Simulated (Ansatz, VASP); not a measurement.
# MgO: VASP beside Ansatz

The input INCAR:

```
ALGO     = Normal         # electronic algorithm
EDIFF    = 1E-6           # SCF threshold, eV
ENCUT    = 520            # plane-wave cutoff, eV
GGA      = CA             # functional
ISIF     = 2              # what is computed and relaxed
ISMEAR   = 0              # smearing method
LASPH    = True           # aspherical terms in the spheres
LCHARG   = False          # write CHGCAR
LREAL    = False          # projectors in reciprocal space
LWAVE    = False          # write WAVECAR
NBANDS   = 16             # bands
NELM     = 60             # most SCF steps
PREC     = Accurate       # precision mode
SIGMA    = 0.05           # smearing width, eV
```

Contents of KPOINTS:

```
k-points
0
Gamma
  9 9 6
```

Contents of POSCAR:

```
MgO
1.0
    3.3077869865      0.0000000000      0.0000000000
   -1.6538934933      2.8646275606      0.0000000000
    0.0000000000      0.0000000000      4.9828816700
Mg O
2 2
Direct
    0.3333333333      0.6666666667      0.0021597400
    0.6666666667      0.3333333333      0.5021597400
    0.3333333333      0.6666666667      0.4024402600
    0.6666666667      0.3333333333      0.9024402600
```

Input for Ansatz:

```yaml
crystal:
  lattice:
    - [3.3077869865, 0.0, 0.0]
    - [-1.6538934933, 2.8646275606, 0.0]
    - [0.0, 0.0, 4.98288167]
  atoms:
    - { symbol: Mg, position: [0.3333333333, 0.6666666667, 0.00215974] }
    - { symbol: Mg, position: [0.6666666667, 0.3333333333, 0.50215974] }
    - { symbol: O, position: [0.3333333333, 0.6666666667, 0.40244026] }
    - { symbol: O, position: [0.6666666667, 0.3333333333, 0.90244026] }
basis:
  ecutwfc: 420
kpoints:
  mp_grid: { grid: [9, 9, 6] }
hamiltonian:
  xc: lda
scf:
  occupations: { method: gaussian, width: 0.05 }
output:
  forces: true
  stress: true
  eigenvalues: true
  write_density: true
  write_potential: true
  elf: true
  volumetric_format: npy
```

Measurements of this composition are mostly on another form, of space group No. 225.

Alike in both runs: task single point; functional LDA; k mesh 9 × 9 × 6; occupations gaussian, width 0.05 eV; no spin polarisation.

|  | VASP | Ansatz |
| --- | --- | --- |
| version | VASP 6.6.1 | Ansatz 0.2.0 |
| potentials or method | VASP PAW LDA potentials, release 64 (Mg, O) | scalar-relativistic, plane waves, PAW |
| plane-wave cutoff (eV) | 520 | 420 |
| valence electrons in the cell | 16 | 32 |

Ansatz gave:

| Property | Result |
| --- | --- |
| gap on the k mesh at the Fermi level (eV) | 3.36 |
| least direct gap on the mesh (eV) | 3.36 |
| pressure (GPa) | -4.3 |
| largest component of the traceless stress (GPa) | 0.33 |
| rms of the force components (eV/Å) | 0.023 |

What did VASP give for the same quantities?

gap on the k mesh at the Fermi level (eV): 3.36; least direct gap on the mesh (eV): 3.36; pressure (GPa): -5.4; largest component of the traceless stress (GPa): 0.47; rms of the force components (eV/Å): 0.028.

Atom by atom the forces differ by 0.005 eV/Å (rms over components). The two sets of potentials don't hold the same shells in valence.

Caveats: an odd mesh through Γ misses points on the zone boundary, where band edges often lie. Expect the measured gap to be larger: semilocal functionals such as LDA lack the derivative discontinuity.
